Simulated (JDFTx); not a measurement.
# InP (F-43m) in JDFTx: further runs

One crystal, InP, is run at these levels: PBEsol, RPBE; tasks: band structure.

Program: JDFTx 1.7.0 (patched build). These are calculated values, not measurements. Logs are shortened: lines on timing, memory, paths and dates and some standing lists are left out, and cuts for length are marked. The log counts tension as positive stress, the text compression.

**Experimental background.**

A printed reference work, data compilation reports, for a bulk crystal of InP at 1.6 K: band gap 1.4236 eV (direct).

The results are compared with them further down.

## (1) The crystal as given

Symmetry: F-43m, No. 216, cubic system. Conventional cell: a = 5.861 Å, b = 5.861 Å, c = 5.861 Å, α = 90.00°, β = 90.00°, γ = 90.00°. In (site symmetry -43m) is surrounded by 4 P at 2.54 Å. P (site symmetry -43m) is surrounded by 4 In at 2.54 Å.

## (2) Band structure, PBEsol

bands.in

```
include InP.lattice
coords-type Lattice
include InP.ionpos

ion-species pseudo/In.upf
ion-species pseudo/P.upf
elec-cutoff 35 280
elec-ex-corr gga-PBEsol
elec-smearing Fermi 0.0018374661
elec-n-bands 15
electronic-minimize nIterations 30 energyDiffThreshold 1e-06
davidson-band-ratio 1.3
forces-output-coords Cartesian
include path.kpoints
symmetries none
fix-electron-density run.$VAR

dump-name bands.$VAR
dump End Ecomponents EigStats BandEigs Kpoints Forces
```

InP.lattice

```
lattice \
    0.0000000000     5.5378424082     5.5378424082 \
    5.5378424082     0.0000000000     5.5378424082 \
    5.5378424082     5.5378424082     0.0000000000
```

InP.ionpos

```
ion In     0.0000000000     0.0000000000     0.0000000000 1
ion P      0.7500000000     0.7500000000     0.7500000000 1
```

path.kpoints

```
kpoint +0.0000000000 +0.0000000000 +0.0000000000 0.020000000000
kpoint +0.0714285714 +0.0000000000 +0.0714285714 0.020000000000
kpoint +0.1428571429 +0.0000000000 +0.1428571429 0.020000000000
kpoint +0.2142857143 +0.0000000000 +0.2142857143 0.020000000000
kpoint +0.2857142857 +0.0000000000 +0.2857142857 0.020000000000
kpoint +0.3571428571 +0.0000000000 +0.3571428571 0.020000000000
kpoint +0.4285714286 +0.0000000000 +0.4285714286 0.020000000000
kpoint +0.5000000000 +0.0000000000 +0.5000000000 0.020000000000
kpoint +0.5000000000 +0.0833333333 +0.5833333333 0.020000000000
kpoint +0.5000000000 +0.1666666667 +0.6666666667 0.020000000000
kpoint +0.5000000000 +0.2500000000 +0.7500000000 0.020000000000
kpoint +0.4375000000 +0.3125000000 +0.7500000000 0.020000000000
kpoint +0.3750000000 +0.3750000000 +0.7500000000 0.020000000000
kpoint +0.3281250000 +0.3281250000 +0.6562500000 0.020000000000
kpoint +0.2812500000 +0.2812500000 +0.5625000000 0.020000000000
kpoint +0.2343750000 +0.2343750000 +0.4687500000 0.020000000000
kpoint +0.1875000000 +0.1875000000 +0.3750000000 0.020000000000
kpoint +0.1406250000 +0.1406250000 +0.2812500000 0.020000000000
kpoint +0.0937500000 +0.0937500000 +0.1875000000 0.020000000000
kpoint +0.0468750000 +0.0468750000 +0.0937500000 0.020000000000
kpoint +0.0000000000 +0.0000000000 +0.0000000000 0.020000000000
kpoint +0.0833333333 +0.0833333333 +0.0833333333 0.020000000000
kpoint +0.1666666667 +0.1666666667 +0.1666666667 0.020000000000
kpoint +0.2500000000 +0.2500000000 +0.2500000000 0.020000000000
kpoint +0.3333333333 +0.3333333333 +0.3333333333 0.020000000000
kpoint +0.4166666667 +0.4166666667 +0.4166666667 0.020000000000
kpoint +0.5000000000 +0.5000000000 +0.5000000000 0.020000000000
kpoint +0.5250000000 +0.4500000000 +0.5250000000 0.020000000000
kpoint +0.5500000000 +0.4000000000 +0.5500000000 0.020000000000
kpoint +0.5750000000 +0.3500000000 +0.5750000000 0.020000000000
kpoint +0.6000000000 +0.3000000000 +0.6000000000 0.020000000000
kpoint +0.6250000000 +0.2500000000 +0.6250000000 0.020000000000
kpoint +0.5625000000 +0.2500000000 +0.6875000000 0.020000000000
kpoint +0.5000000000 +0.2500000000 +0.7500000000 0.020000000000
kpoint +0.5000000000 +0.2916666667 +0.7083333333 0.020000000000
kpoint +0.5000000000 +0.3333333333 +0.6666666667 0.020000000000
kpoint +0.5000000000 +0.3750000000 +0.6250000000 0.020000000000
kpoint +0.5000000000 +0.4166666667 +0.5833333333 0.020000000000
kpoint +0.5000000000 +0.4583333333 +0.5416666667 0.020000000000
kpoint +0.5000000000 +0.5000000000 +0.5000000000 0.020000000000
kpoint +0.4791666667 +0.4791666667 +0.5416666667 0.020000000000
kpoint +0.4583333333 +0.4583333333 +0.5833333333 0.020000000000
kpoint +0.4375000000 +0.4375000000 +0.6250000000 0.020000000000
kpoint +0.4166666667 +0.4166666667 +0.6666666667 0.020000000000
kpoint +0.3958333333 +0.3958333333 +0.7083333333 0.020000000000
kpoint +0.3750000000 +0.3750000000 +0.7500000000 0.020000000000
kpoint +0.6250000000 +0.2500000000 +0.6250000000 0.020000000000
kpoint +0.5833333333 +0.1666666667 +0.5833333333 0.020000000000
kpoint +0.5416666667 +0.0833333333 +0.5416666667 0.020000000000
kpoint +0.5000000000 +0.0000000000 +0.5000000000 0.020000000000
```

Potentials or basis: PseudoDojo-SR-PBEsol-0.4.1-standard with smoothed tails.

The run is started by

```sh
$ jdftx -c 1 -i bands.in -o bands.out
```

Log:

```text
*************** JDFTx 1.7.0 (patched build) ***************

Input parsed successfully to the following command list (including defaults):
[... the input with its defaults ...]

---------- Initializing the Grid ----------
R =
[            0      5.53784      5.53784  ]
[      5.53784            0      5.53784  ]
[      5.53784      5.53784            0  ]
unit cell volume = 339.666
G =
[  -0.567295   0.567295   0.567295  ]
[   0.567295  -0.567295   0.567295  ]
[   0.567295   0.567295  -0.567295  ]
Minimum fftbox size, Smin = [  60  60  60  ]
Chosen fftbox size, S = [  60  60  60  ]

---------- Initializing tighter grid for wavefunction operations ----------
R =
[            0      5.53784      5.53784  ]
[      5.53784            0      5.53784  ]
[      5.53784      5.53784            0  ]
unit cell volume = 339.666
G =
[  -0.567295   0.567295   0.567295  ]
[   0.567295  -0.567295   0.567295  ]
[   0.567295   0.567295  -0.567295  ]
Minimum fftbox size, Smin = [  44  44  44  ]
Chosen fftbox size, S = [  48  48  48  ]

---------- Exchange Correlation functional ----------
Initalized PBEsol GGA exchange.
Initalized PBEsol GGA correlation.

---------- Setting up pseudopotentials ----------
Width of ionic core gaussian charges (only for fluid interactions / plotting) set to 0

Reading pseudopotential file 'pseudo/In.upf':
  'In' pseudopotential, 'PBESOL' functional
  Generated using ONCVPSP code by D. R. Hamann
  13 valence electrons, 3 orbitals, 6 projectors, 1001 radial grid points, with lMax = 2
    4D    l: 2   occupation: 10.0   eigenvalue: -0.683211
    5S    l: 0   occupation:  2.0   eigenvalue: -0.303394
    5P    l: 1   occupation:  1.0   eigenvalue: -0.092565
  Core radius for overlap checks: 2.17 bohrs.

Reading pseudopotential file 'pseudo/P.upf':
  'P' pseudopotential, 'PBESOL' functional
  Generated using ONCVPSP code by D. R. Hamann
  5 valence electrons, 2 orbitals, 6 projectors, 1001 radial grid points, with lMax = 2
    3S    l: 0   occupation:  2.0   eigenvalue: -0.511448
    3P    l: 1   occupation:  3.0   eigenvalue: -0.201377
  Core radius for overlap checks: 1.66 bohrs.

Initialized 2 species with 2 total atoms.

Folded 50 k-points by 1x1x1 to 50 k-points.

---------- Setting up k-points, bands, fillings ----------
No reducable k-points.
Computing the number of bands and number of electrons
Calculating initial fillings.
nElectrons:  18.000000   nBands: 15   nStates: 50

----- Setting up reduced wavefunction bases (one per k-point) -----
average nbasis = 3359.320 , ideal nbasis = 3359.293

---------- Setting up ewald sum ----------
Optimum gaussian width for ewald sums = 2.515192 bohr.
Real space sum over 1331 unit cells with max indices [  5  5  5  ]
Reciprocal space sum over 2197 terms with max indices [  6  6  6  ]

---------- Allocating electronic variables ----------
Reading n from file 'run.n' ... done
Initializing wave functions:  linear combination of atomic orbitals
Note: number of bands (15) exceeds available atomic orbitals (13)

----------- Band structure minimization -------------
Minimization will be done independently for each quantum number.

---- Minimization of quantum number:     0  [ +0.0000000 +0.0000000 +0.0000000 ]  0.040000000 ----
BandDavidson: Iter:   0  Eband: +0.107777360223669
BandDavidson: Iter:   1  Eband: +0.088519065564219  dEband: -1.925829e-02
BandDavidson: Iter:   2  Eband: +0.083106249690952  dEband: -5.412816e-03
BandDavidson: Iter:   3  Eband: +0.080094577331727  dEband: -3.011672e-03
[... 811 lines of inner loops ...]
BandDavidson: Iter:  13  Eband: +0.085154916835353  dEband: -1.215194e-06
BandDavidson: Iter:  14  Eband: +0.085154054767984  dEband: -8.620674e-07
BandDavidson: Converged (dEband<1.000000e-06)
	FillingsUpdate:  mu: +0.271177279  nElectrons: 18.000000
WARNING: these k-points are no uniform mesh, so that mu and the fillings of partly filled bands are only those of these points: take mu from the calculation that made the density or potential.

Dumping 'bands.eigStats' ...
	eMin: -0.270307 at state 7 ( [ +0.500000 +0.000000 +0.500000 ] spin 0 )
	HOMO: +0.258749 at state 20 ( [ +0.000000 +0.000000 +0.000000 ] spin 0 )
	mu  : +0.271177
	LUMO: +0.281291 at state 20 ( [ +0.000000 +0.000000 +0.000000 ] spin 0 )
	eMax: +0.672410 at state 34 ( [ +0.500000 +0.291667 -0.291667 ] spin 0 )
	HOMO-LUMO gap: +0.022542
	Optical gap  : +0.022542 at state 20 ( [ +0.000000 +0.000000 +0.000000 ] spin 0 )
Done!
[note: mu, HOMO and LUMO in a band run belong to the points of the path alone and aren't those of the crystal]
```

Wall time 56 s (1 thread of Arm Neoverse V1, shared host); peak memory 0.11 GiB.

Results:

| Property | Result |
| --- | --- |
| Band gap along the path | 0.61 eV, direct |

Levels at the corners of the path, in eV from the valence-band top:
| point | band 6 | band 7 | band 8 | band 9 | band 10 | band 11 |
| --- | --- | --- | --- | --- | --- | --- |
| Γ | -11.55 | 0.00 | 0.00 | 0.00 | 0.61 | 4.02 |
| X | -9.14 | -5.81 | -2.35 | -2.35 | 1.63 | 2.16 |
| W | -9.06 | -5.66 | -3.00 | -2.96 | 4.20 | 4.34 |
| K | -9.15 | -5.67 | -3.36 | -1.96 | 2.25 | 4.32 |
| Γ | -11.55 | 0.00 | 0.00 | 0.00 | 0.61 | 4.02 |
| L | -9.80 | -5.80 | -0.98 | -0.98 | 1.40 | 4.73 |
| U | -9.15 | -5.67 | -3.36 | -1.96 | 2.25 | 4.32 |
| W | -9.06 | -5.66 | -3.00 | -2.96 | 4.20 | 4.34 |
| L | -9.80 | -5.80 | -0.98 | -0.98 | 1.40 | 4.73 |
| K | -9.15 | -5.67 | -3.36 | -1.96 | 2.25 | 4.32 |
| U | -9.15 | -5.67 | -3.36 | -1.96 | 2.25 | 4.32 |
| X | -9.14 | -5.81 | -2.35 | -2.35 | 1.63 | 2.16 |

Caveat: spin-orbit coupling is left out, which moves the levels of the heavy elements.

## (3) Band structure, RPBE

Changes to bands.in since step 2:

```diff
@@ -7,3 +7,3 @@
 elec-cutoff 35 280
-elec-ex-corr gga-PBEsol
+elec-ex-corr gga-x-rpbe gga-c-pbe
 elec-smearing Fermi 0.0018374661
```

InP.lattice is that of step 2.

InP.ionpos is that of step 2.

path.kpoints is that of step 2.

Potentials or basis: PseudoDojo-SR-PBE-0.5-standard with smoothed tails.

The run is started by

```sh
$ jdftx -c 1 -i bands.in -o bands.out
```

It took 59 s on 1 thread of Arm Neoverse V1, shared host; peak memory 0.11 GiB.

The run converged. Its results:

* Band gap along the path: 0.84 eV, direct

Levels at the corners of the path, in eV from the valence-band top:
| point | band 5 | band 6 | band 7 | band 8 | band 9 | band 10 | band 11 |
| --- | --- | --- | --- | --- | --- | --- | --- |
| Γ | -14.09 | -11.48 | 0.00 | 0.00 | 0.00 | 0.84 | 4.17 |
| X | -14.06 | -9.14 | -5.68 | -2.29 | -2.29 | 1.89 | 2.38 |
| W | -14.08 | -9.06 | -5.53 | -2.91 | -2.86 | 4.39 | 4.43 |
| K | -14.07 | -9.15 | -5.53 | -3.25 | -1.91 | 2.48 | 4.47 |
| Γ | -14.09 | -11.48 | 0.00 | 0.00 | 0.00 | 0.84 | 4.17 |
| L | -14.08 | -9.78 | -5.66 | -0.96 | -0.96 | 1.61 | 4.88 |
| U | -14.07 | -9.15 | -5.53 | -3.25 | -1.91 | 2.48 | 4.47 |
| W | -14.08 | -9.06 | -5.53 | -2.91 | -2.86 | 4.39 | 4.43 |
| L | -14.08 | -9.78 | -5.66 | -0.96 | -0.96 | 1.61 | 4.88 |
| K | -14.07 | -9.15 | -5.53 | -3.25 | -1.91 | 2.48 | 4.47 |
| U | -14.07 | -9.15 | -5.53 | -3.25 | -1.91 | 2.48 | 4.47 |
| X | -14.06 | -9.14 | -5.68 | -2.29 | -2.29 | 1.89 | 2.38 |

Caveat: spin-orbit coupling is left out, which moves the levels of the heavy elements.

## (4) Against experiment

Step 2. Against the measured gap of InP, 1.4236 eV (direct; 1.6 K; a printed reference work, data compilation), the calculated 0.61 eV is off by -0.81 eV. Spin-orbit coupling on In is left out. The value is that of PBEsol, without temperature or zero-point motion. Semilocal functionals fall short of measured gaps as a rule.

Step 3. A measured gap of InP is 1.4236 eV (direct; 1.6 K; a printed reference work, data compilation); the calculated 0.84 eV misses it by -0.59 eV. Spin-orbit coupling on In is left out. The value is that of RPBE, without temperature or zero-point motion. Semilocal functionals fall short of measured gaps as a rule.
